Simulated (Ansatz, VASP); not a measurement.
## TiCo in VASP and in Ansatz

```
CELL_PARAMETERS angstrom
3.91045 0.00000 0.00000
-1.95522 3.38655 0.00000
0.00000 0.00000 2.51122
ATOMIC_POSITIONS crystal
Ti 0.33333 0.66667 0.50000
Co 0.00000 0.00000 0.50000
```

Alike in both runs: functional PBE; k mesh 6 × 6 × 6; occupations gaussian, width 0.1 eV; collinear spin.

Ansatz relaxed the structure, and its values are those at the end. VASP's run is a single point on that final structure, the one shown.

|  | VASP | Ansatz |
| --- | --- | --- |
| version | VASP 6.6.1 | Ansatz 0.2.0 |
| potentials or method | VASP PAW PBE potentials, release 64 (Ti_sv, Co) | scalar-relativistic, plane waves, PAW |
| plane-wave cutoff (eV) | 520 | 420 |
| valence electrons in the cell | 21 | 29 |

VASP gave:

* gap on the k mesh at the Fermi level (eV): none
* pressure (GPa): 0.1
* net moment per atom (μB): 0.16
* size of the moment on the site where the two differ most (μB): 0.31

Problem. Estimate Ansatz's values.

Solution. gap on the k mesh at the Fermi level (eV): none; pressure (GPa): 0.1; net moment per atom (μB): 0.16; size of the moment on the site where the two differ most (μB): 0.24.

Site moments also hang on the region over which each program counts them. A gap of «none» marks a metal or a gap that the smearing closes. With one functional, cell and mesh, what is left measures potentials, basis and numerics. The two sets of potentials don't hold the same shells in valence. Ansatz warned: «seeded_moment_not_kept».

Caveats: the k mesh is coarse (spacing up to 0.42 Å⁻¹), so the values aren't converged.
